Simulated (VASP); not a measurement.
# KI (Fm-3m) in VASP: notebook

Aim: see how the results for KI move with the level of theory and the settings. Levels: PBEsol, HSE06. Tasks: single point.

Program: VASP 6.6.1. These are calculated values, not measurements. Logs are shortened: lines on timing, memory, paths and dates and some standing lists are left out, and cuts for length are marked.

**Measured values to compare with.**

A printed reference work, monograph reports, for a bulk crystal of KI: band gap 6.32 eV.

The results are compared with them further down.

## Step 1: The cell of the first run

It takes space group Fm-3m (No. 225, cubic). The conventional cell has a = 7.089 Å, b = 7.089 Å, c = 7.089 Å, α = 90.00°, β = 90.00°, γ = 90.00°. K (site symmetry m-3m) has 6 I at 3.54 Å within 4.7 Å. Within 4.7 Å of I (site symmetry m-3m) lie 6 K at 3.54 Å.

## Step 2: Single point, PBEsol

The input, INCAR:

```
SYSTEM = KI
PREC = Accurate
ENCUT = 520
EDIFF = 1E-6
ISMEAR = 0
SIGMA = 0.01
LREAL = .FALSE.
LASPH = .TRUE.
NELM = 100
ALGO = Normal
ISIF = 2
LWAVE = .FALSE.
LCHARG = .FALSE.
GGA = PS
NBANDS = 15
```

The input, KPOINTS:

```
Automatic mesh
0
G
  5 5 5
  0 0 0
```

The input, POSCAR:

```
KI
1.0
    0.0000000000      3.5445661619      3.5445661619
    3.5445661619      0.0000000000      3.5445661619
    3.5445661619      3.5445661619      0.0000000000
K I
1 1
Direct
    0.0000000000      0.0000000000      0.0000000000
    0.5000000000      0.5000000000      0.5000000000
```

Potentials or basis: VASP PAW PBE potentials, release 64 (K_sv, I).

Launch:

```console
> cat potpaw_PBE.64/K_sv/POTCAR potpaw_PBE.64/I/POTCAR > POTCAR
> mpirun -np 1 vasp_std > vasp.out
```

OUTCAR:

```text
SYSTEM = KI
   PREC = Accurate
   ENCUT = 520
   EDIFF = 1E-6
   ISMEAR = 0
   LREAL = .FALSE.
   LASPH = .TRUE.
   NELM = 100
   ISIF = 2
   GGA = PS

 ion  position               nearest neighbor table
   1  0.000  0.000  0.000-   2 3.54   2 3.54   2 3.54   2 3.54   2 3.54   2 3.54
   2  0.500  0.500  0.500-   1 3.54   1 3.54   1 3.54   1 3.54   1 3.54   1 3.54

  LATTYP: Found a face centered cubic cell.
 ALAT       =     7.0891323238

  Lattice vectors:

 A1 = (   0.0000000000,   3.5445661619,   3.5445661619)
 A2 = (   3.5445661619,   0.0000000000,   3.5445661619)
 A3 = (   3.5445661619,   3.5445661619,   0.0000000000)

Analysis of symmetry for initial positions (statically):
=====================================================================
 Subroutine PRICEL returns:
 Original cell was already a primitive cell.

 Routine SETGRP: Setting up the symmetry group for a
 face centered cubic supercell.

 Subroutine GETGRP returns: Found 48 space group operations
 (whereof 48 operations were pure point group operations)
 out of a pool of 48 trial point group operations.

The static configuration has the point symmetry O_h .

Analysis of symmetry for dynamics (positions and initial velocities):
=====================================================================
 Subroutine PRICEL returns:
 Original cell was already a primitive cell.

 Routine SETGRP: Setting up the symmetry group for a
 face centered cubic supercell.

 Subroutine GETGRP returns: Found 48 space group operations
 (whereof 48 operations were pure point group operations)
 out of a pool of 48 trial point group operations.

The dynamic configuration has the point symmetry O_h .

 Subroutine INISYM returns: Found 48 space group operations
 (whereof 48 operations are pure point group operations),
 and found     1 'primitive' translations

----------------------------------------------------------------------------------------

                                     Primitive cell

  volume of cell :      89.0675

  direct lattice vectors                    reciprocal lattice vectors
     0.000000000  3.544566162  3.544566162    -0.141060987  0.141060987  0.141060987
     3.544566162  0.000000000  3.544566162     0.141060987 -0.141060987  0.141060987
     3.544566162  3.544566162  0.000000000     0.141060987  0.141060987 -0.141060987

  length of vectors
     5.012773539  5.012773539  5.012773539     0.244324796  0.244324796  0.244324796

  position of ions in fractional coordinates (direct lattice)
     0.000000000  0.000000000  0.000000000
     0.500000000  0.500000000  0.500000000

  ion indices of the primitive-cell ions
   primitive index   ion index
                 1           1
                 2           2

----------------------------------------------------------------------------------------

 KPOINTS: Automatic mesh

Automatic generation of k-mesh.
 Grid dimensions read from file:
 generate k-points for:    5    5    5

 Generating k-lattice:

  Cartesian coordinates                     Fractional coordinates (reciprocal lattice)
    -0.028212197  0.028212197  0.028212197     0.200000000  0.000000000  0.000000000
     0.028212197 -0.028212197  0.028212197     0.000000000  0.200000000  0.000000000
     0.028212197  0.028212197 -0.028212197     0.000000000  0.000000000  0.200000000

  Length of vectors
     0.048864959  0.048864959  0.048864959

  Shift w.r.t. Gamma in fractional coordinates (k-lattice)
     0.000000000  0.000000000  0.000000000

 Subroutine IBZKPT returns following result:
 ===========================================

 Found     10 irreducible k-points:

 Following reciprocal coordinates:
            Coordinates               Weight
  0.000000  0.000000  0.000000      1.000000
  0.200000  0.000000  0.000000      8.000000
  0.400000  0.000000  0.000000      8.000000
  0.200000  0.200000  0.000000      6.000000
  0.400000  0.200000  0.000000     24.000000
 -0.400000  0.200000  0.000000     24.000000
 -0.200000  0.200000  0.000000     12.000000
  0.400000  0.400000  0.000000      6.000000
 -0.400000  0.400000  0.000000     12.000000
 -0.400000  0.400000  0.200000     24.000000
   k-points           NKPTS =     10   k-points in BZ     NKDIM =     10   number of bands    NBANDS=     15
   number of dos      NEDOS =    301   number of ions     NIONS =      2
   total plane-waves  NPLWV =  64000
   dimension x,y,z NGX =    40 NGY =   40 NGZ =   40
   dimension x,y,z NGXF=    80 NGYF=   80 NGZF=   80
   ions per type =               1   1
   NGX,Y,Z   is equivalent  to a cutoff of  13.27, 13.27, 13.27 a.u.
   NGXF,Y,Z  is equivalent  to a cutoff of  26.53, 26.53, 26.53 a.u.
 SYSTEM =  KI
   PREC   = accura    normal or accurate (medium, high low for compatibility)
   ISTART =      0    job   : 0-new  1-cont  2-samecut
   ICHARG =      2    charge: 1-file 2-atom 10-const
   ISPIN  =      1    spin polarized calculation?
   LNONCOLLINEAR =      F non collinear calculations
   LSORBIT =      F    spin-orbit coupling
   LASPH  =      T    aspherical Exc in radial PAW
   ENCUT  =  520.0 eV  38.22 Ry    6.18 a.u.   9.32  9.32  9.32*2*pi/ulx,y,z
   NELM   =    100;   NELMIN=  2; NELMDL= -5     # of ELM steps
   EDIFF  = 0.1E-05   stopping-criterion for ELM
   LREAL  =      F    real-space projection
   EDIFFG = 0.1E-04   stopping-criterion for IOM
   NSW    =      0    number of steps for IOM
   IBRION =     -1    ionic relax: 0-MD 1-quasi-New 2-CG
   NFREE  =      0    steps in history (QN), initial steepest desc. (CG)
   ISIF   =      2    stress and relaxation
   ISYM   =      2    0-nonsym 1-usesym 2-fastsym
   POTIM  = 0.5000    time-step for ionic-motion
   TEBEG  =    0.0;   TEEND  =   0.0 temperature during run
   PSTRESS=    0.0 pullay stress
   NELECT =      16.0000    total number of electrons
   NUPDOWN=      -1.0000    fix difference up-down
   EMIN   =  10.00;   EMAX   =-10.00  energy-range for DOS
   EFERMI =   0.00;   METHOD = LEGACY
   ISMEAR =     0;   SIGMA  =   0.01  broadening in eV -4-tet -1-fermi 0-gaus
   EFERMI_NEDOS =   21; number of points for ismear=-14 and -15
   IALGO  =     38    algorithm
   IMIX   =      4    mixing-type and parameters
     AMIX     =   0.40;   BMIX     =  1.00
     AMIX_MAG =   1.60;   BMIX_MAG =  1.00
  volume/ion in A,a.u.               =      44.53       300.53
  Fermi-wavevector in a.u.,A,eV,Ry     =   0.923723  1.745583 11.609363  0.853264
  Thomas-Fermi vector in A             =   2.049391
   LORBIT       =      0    0 simple, 1 ext, 2 COOP (PROOUT), +10 PAW based schemes
   GGA     = PS    functional components
   LHFCALC =     F    Hartree Fock is set to
   AEXX    =    0.0000 exact exchange contribution
   IVDW    =     0    specifies the selected vdW correction
   LEPSILON=     F    determine dielectric tensor
   LRPA    =     F    only Hartree local field effects (RPA)
 non-spin polarized calculation
 Gauss-broadening in eV      SIGMA  =   0.01
  energy-cutoff  :      520.00
  volume of cell :       89.07
 maximum number of plane-waves:      2421
 NGX is ok and might be reduce to    40
   NGX = 19   NGY = 19   NGZ = 19

 number of electron      15.9999999 magnetization

 Free energy of the ion-electron system (eV)
  ---------------------------------------------------
  ext. energy  EPLUGINS =         0.00000000
  ---------------------------------------------------
  free energy    TOTEN  =        -5.81289724 eV

  energy without entropy =       -5.81289724  energy(sigma->0) =       -5.81289724

 E-fermi :  -0.4892     XC(G=0):  -7.3025

 val. band max:       -0.5594220654   @ k =   0.0000   0.0000   0.0000
 cond. band min:       3.2317278248   @ k =   0.0000   0.0000   0.0000
 fundamental gap:      3.7911498903
 Fermi energy:        -0.4892143649

 k-point     1 :       0.0000    0.0000    0.0000
  band No.  band energies     occupation
      1     -28.9033      2.00000
      2     -12.4543      2.00000
      3     -12.4543      2.00000
      4     -12.4543      2.00000
      5     -11.0817      2.00000
      6      -0.5594      2.00000
      7      -0.5594      2.00000
      8      -0.5594      2.00000
      9       3.2317      0.00000
     10       5.8735      0.00000
     11       5.8735      0.00000
     12       5.8735      0.00000
     13       6.6072      0.00000
     14       6.6072      0.00000
     15       9.0307      0.00000

 k-point     2 :       0.2000    0.0000    0.0000
  band No.  band energies     occupation
      1     -28.9026      2.00000
      2     -12.5122      2.00000
      3     -12.4551      2.00000
      4     -12.4551      2.00000
      5     -10.9809      2.00000
      6      -1.1215      2.00000
      7      -0.6824      2.00000
      8      -0.6824      2.00000
      9       4.0612      0.00000
     10       5.7931      0.00000
     11       6.2799      0.00000
     12       6.2799      0.00000
     13       7.0535      0.00000
     14       7.0535      0.00000
     15      10.0646      0.00000

 k-point     3 :       0.4000    0.0000    0.0000
  band No.  band energies     occupation
      1     -28.9015      2.00000
      2     -12.5935      2.00000
      3     -12.4565      2.00000
      4     -12.4565      2.00000
      5     -10.8278      2.00000
      6      -1.7885      2.00000
      7      -0.8643      2.00000
      8      -0.8643      2.00000
      9       4.7543      0.00000
     10       6.7380      0.00000
     11       7.1831      0.00000
     12       7.1831      0.00000
     13       8.0260      0.00000
     14       8.0260      0.00000
     15       8.7363      0.00000

 k-point     4 :       0.2000    0.2000    0.0000
  band No.  band energies     occupation
      1     -28.9024      2.00000
      2     -12.5042      2.00000
      3     -12.4605      2.00000
      4     -12.4605      2.00000
      5     -10.9763      2.00000
      6      -1.1859      2.00000
      7      -0.7073      2.00000
      8      -0.7073      2.00000
      9       4.2398      0.00000
     10       5.1151      0.00000
     11       6.7904      0.00000
     12       6.7904      0.00000
     13       6.8677      0.00000
     14       7.3094      0.00000
     15       9.8922      0.00000

 k-point     5 :       0.4000    0.2000    0.0000
  band No.  band energies     occupation
      1     -28.9014      2.00000
      2     -12.5480      2.00000
      3     -12.4644      2.00000
      4     -12.4633      2.00000
      5     -10.8859      2.00000
      6      -1.5665      2.00000
      7      -0.9454      2.00000
      8      -0.8533      2.00000
      9       4.8950      0.00000
     10       5.5199      0.00000
     11       7.0157      0.00000
     12       7.2798      0.00000
     13       7.8520      0.00000
     14       8.0280      0.00000
     15       9.3692      0.00000

 k-point     6 :      -0.4000    0.2000    0.0000
  band No.  band energies     occupation
      1     -28.9010      2.00000
      2     -12.5715      2.00000
      3     -12.4717      2.00000
      4     -12.4597      2.00000
      5     -10.8355      2.00000
      6      -1.6969      2.00000
      7      -1.0984      2.00000
      8      -0.9176      2.00000
      9       5.2803      0.00000
     10       6.3298      0.00000
     11       6.7854      0.00000
     12       7.6184      0.00000
     13       7.8464      0.00000
     14       8.2672      0.00000
     15       9.2712      0.00000

 k-point     7 :      -0.2000    0.2000    0.0000
  band No.  band energies     occupation
      1     -28.9018      2.00000
      2     -12.5498      2.00000
      3     -12.4678      2.00000
      4     -12.4546      2.00000
      5     -10.8925      2.00000
      6      -1.4846      2.00000
      7      -0.9036      2.00000
      8      -0.8176      2.00000
      9       4.9595      0.00000
     10       5.6530      0.00000
     11       6.6697      0.00000
     12       6.7560      0.00000
     13       7.7638      0.00000
     14       7.8546      0.00000
     15       9.0858      0.00000

 k-point     8 :       0.4000    0.4000    0.0000
  band No.  band energies     occupation
      1     -28.9009      2.00000
      2     -12.5078      2.00000
      3     -12.4708      2.00000
      4     -12.4708      2.00000
      5     -10.9332      2.00000
      6      -1.5550      2.00000
      7      -0.8991      2.00000
      8      -0.8991      2.00000
      9       4.3815      0.00000
     10       5.1182      0.00000
     11       7.3935      0.00000
     12       7.4146      0.00000
     13       8.7847      0.00000
     14       8.7847      0.00000
     15       8.9045      0.00000

 k-point     9 :      -0.4000    0.4000    0.0000
  band No.  band energies     occupation
      1     -28.9007      2.00000
      2     -12.5047      2.00000
      3     -12.4945      2.00000
      4     -12.4686      2.00000
      5     -10.9009      2.00000
      6      -1.4711      2.00000
      7      -1.2073      2.00000
      8      -0.9383      2.00000
      9       4.7443      0.00000
     10       5.6808      0.00000
     11       7.1985      0.00000
     12       7.7534      0.00000
     13       7.7662      0.00000
     14       8.5830      0.00000
     15       9.4888      0.00000

 k-point    10 :      -0.4000    0.4000    0.2000
  band No.  band energies     occupation
      1     -28.9008      2.00000
      2     -12.5301      2.00000
      3     -12.4798      2.00000
      4     -12.4721      2.00000
      5     -10.8752      2.00000
      6      -1.4960      2.00000
      7      -1.1549      2.00000
      8      -1.0310      2.00000
      9       5.3716      0.00000
     10       5.9479      0.00000
     11       6.2110      0.00000
     12       7.8127      0.00000
     13       8.0150      0.00000
     14       8.5546      0.00000
     15       9.4507      0.00000

------------------------ aborting loop because EDIFF is reached ----------------------------------------

  FORCE on cell =-STRESS in cart. coord.  units (eV):
  Direction    XX          YY          ZZ          XY          YZ          ZX
  --------------------------------------------------------------------------------------
  -------------------------------------------------------------------------------------
  Total       -0.2003262     -0.2003262     -0.2003262      0.0000000      0.0000000     -0.0000000
  in kB       -3.6035369     -3.6035369     -3.6035369      0.0000000      0.0000000     -0.0000000
  external PRESSURE =      -3.6035369 kB  Pullay stress =       0.0000000 kB

 VOLUME and BASIS-vectors are now :
 -----------------------------------------------------------------------------
  energy-cutoff  :      520.00
  volume of cell :       89.07
      direct lattice vectors                 reciprocal lattice vectors
     0.000000000  3.544566162  3.544566162    -0.141060987  0.141060987  0.141060987
     3.544566162  0.000000000  3.544566162     0.141060987 -0.141060987  0.141060987
     3.544566162  3.544566162  0.000000000     0.141060987  0.141060987 -0.141060987

 POSITION                                       TOTAL-FORCE (eV/Angst)
 -----------------------------------------------------------------------------------
      0.00000      0.00000      0.00000        -0.000000      0.000000      0.000000
      3.54457      3.54457      3.54457         0.000000     -0.000000     -0.000000
 -----------------------------------------------------------------------------------
    total drift:                                0.000000     -0.000000     -0.000000

  FREE ENERGIE OF THE ION-ELECTRON SYSTEM (eV)
  ---------------------------------------------------
  free  energy   TOTEN  =        -5.8128972418 eV

  energy  without entropy=       -5.8128972418  energy(sigma->0) =       -5.81289724
```

Run time: 18 s. Hardware: 1 thread of Intel Xeon 6975P-C, shared host; peak memory 0.24 GiB.

What came out:

```yaml
Free_energy: -5.8129 eV
Pressure: -0.4 GPa
Band_gap_on_the_k_mesh: 3.79 eV, direct
```

Levels at points of the mesh, in eV from the valence-band top:
```csv
k point,band 6,band 7,band 8,band 9,band 10,band 11
"(0.00, 0.00, 0.00)",0.00,0.00,0.00,3.79,6.43,6.43
```

Caveat: the PAW data sets were made with another functional, which shifts forces and pressure a little; spin-orbit coupling is left out, which moves the levels of the heavy elements.

## Step 3: Single point, HSE06

POSCAR is that of step 2.

The input, INCAR.step1:

```
PREC = Accurate ; ENCUT = 520
EDIFF = 1E-5 ; ISMEAR = 0
SIGMA = 0.01 ; LREAL = False
LASPH = True ; NELM = 60
ALGO = Normal ; ISIF = 2
LWAVE = True ; LCHARG = False
NBANDS = 15 ; GGA = PE
```

The input, INCAR.step2:

```
PREC = Accurate ; ENCUT = 520
EDIFF = 1E-6 ; ISMEAR = 0
SIGMA = 0.01 ; LREAL = False
LASPH = True ; NELM = 60
ALGO = Normal ; ISIF = 2
LWAVE = False ; LCHARG = False
GGA = PE ; LHFCALC = True
HFSCREEN = 0.2079 ; PRECFOCK = Normal
NBANDS = 15 ; ISTART = 1
```

The input, KPOINTS:

```
regular mesh
0
Gamma
  2 2 2
```

Potentials or basis: VASP PAW PBE potentials, release 64 (K_sv, I).

Launch:

```console
> cat potpaw_PBE.64/K_sv/POTCAR potpaw_PBE.64/I/POTCAR > POTCAR
> cp INCAR.step1 INCAR
> mpirun -np 1 vasp_std > vasp.out
> cp INCAR.step2 INCAR
> mpirun -np 1 vasp_std > vasp.out
```

Wall time 56 s (1 thread of Intel Xeon 6975P-C, shared host); peak memory 0.34 GiB.

The run converged. Its results:

- Free energy: -6.2994 eV
- Pressure: 0.8 GPa
- Band gap on the k mesh: 4.97 eV, direct

Levels at points of the mesh, in eV from the valence-band top:
```tsv
k point	band 4	band 5	band 6	band 7	band 8	band 9	band 10	band 11	band 12	band 13
(0.00, 0.00, 0.00)	-13.05	-11.32	0.00	0.00	0.00	4.97	7.64	7.64	7.64	8.45
(0.50, 0.00, 0.00)	-13.05	-11.03	-1.33	-0.34	-0.34	6.51	8.88	9.22	9.22	10.07
(0.50, 0.50, 0.00)	-13.07	-11.16	-1.02	-0.38	-0.38	5.97	6.81	9.42	9.89	10.10
```

Caveat: the k points lie up to 0.77 Å⁻¹ apart; the PAW data sets were made with another functional, which shifts forces and pressure a little; spin-orbit coupling is left out, which moves the levels of the heavy elements.

[end of part 1 of 2]
